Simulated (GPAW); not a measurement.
The system is FeO (Wuestite).

```xyz
2
Lattice="0.0000 2.1554 2.1554 2.1554 0.0000 2.1554 2.1554 2.1554 0.0000" Properties=species:S:1:pos:R:3 pbc="T T T"
Fe    0.0000    0.0000    0.0000
O     2.1554    2.1554    2.1554
```

Base run:

```yaml
Program: GPAW 26.7.0
Functional: PBEsol
Potentials_or_basis: PAW data sets generated in the run's folder for this functional
Cutoff: 800 eV
Basis: pw
k_mesh: 11 × 11 × 11
Occupations: fermi-dirac, width 0.05 eV
Spin: collinear spin, ferromagnetic start
Starting_moments: "[3.0, 0.0] μB"
```

Its results: pressure -7.0 GPa; net moment 4.00 μB per cell; site moments Fe +3.54; O +0.24 μB.

Q: The run is repeated on the same cell with these changes: hubbard terms from none to Fe d U = 6 eV. What comes out?

A: Pressure -4.1 GPa; net moment 4.02 μB per cell; site moments Fe +3.80; O +0.15 μB.

Caveats: a cell with one magnetic atom can't hold antiferromagnetic order, which such compounds often take.
